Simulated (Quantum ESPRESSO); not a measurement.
Crystal: MoS2.

```
Mo S
1.0
     1.58000    0.91221    6.15000
    -1.58000    0.91221    6.15000
     0.00000   -1.82443    6.15000
Mo S
1 2
Cartesian
  0.0000 0.0000 0.0000
  0.0000 0.0000 7.6936
  0.0000 0.0000 4.6125
```

Measurements of this composition are mostly on another form, of space group No. 194.

| Property | Result |
| --- | --- |
| Program | Quantum ESPRESSO 7.5 |
| Task | phonons |
| Functional | PBEsol |
| Potentials or basis | GBRV 1.5 PBEsol |
| Cutoff | 612 eV |
| Density cutoff | 4898 eV |
| k mesh | 6 × 6 × 6, shifted |
| Occupations | fermi-dirac, width 0.05 eV |
| Spin | no spin polarisation |
| Mixing beta | 0.5 |
| Most SCF iterations | 120 |
| SCF threshold | 6e-10 Ry |

The cell and the atoms were relaxed first, to 17.73 Å³/atom (a = 6.485 Å, b = 6.485 Å, c = 6.485 Å, α = 28.03°, β = 28.03°, γ = 28.03°), and the response was taken there.

```
CELL_PARAMETERS angstrom
1.57027 0.90660 6.22602
-1.57027 0.90660 6.22602
0.00000 -1.81320 6.22602
ATOMIC_POSITIONS crystal
Mo 0.00010 0.00010 0.00010
S 0.41686 0.41686 0.41686
S 0.25004 0.25004 0.25004
```

The first run showed a gap, so the response started from a second, tighter run with fixed occupations.

Question: Which infrared line is the strongest?

Answer: The E mode at 385 cm⁻¹, with 1.6 (D/Å)²/amu summed over its components.

Optical modes at Γ, degenerate ones joined, polar ones without the macroscopic field:
| cm⁻¹ | components | symmetry | active in | IR intensity, summed ((D/Å)²/amu) |
| --- | --- | --- | --- | --- |
| 287 | 2 | E | IR and Raman | 0.00 |
| 385 | 2 | E | IR and Raman | 1.58 |
| 408 | 1 | A1 | IR and Raman | 0.00 |
| 468 | 1 | A1 | IR and Raman | 0.27 |

Zone-centre frequencies without and with the macroscopic field along z (cm⁻¹):
```csv
,optical modes in rising order
without,287 287 385 385 408 468
with the field,287 287 385 385 408 470
```

Caveat: the layers were relaxed without a dispersion term, so their spacing and the soft interlayer modes are unreliable.
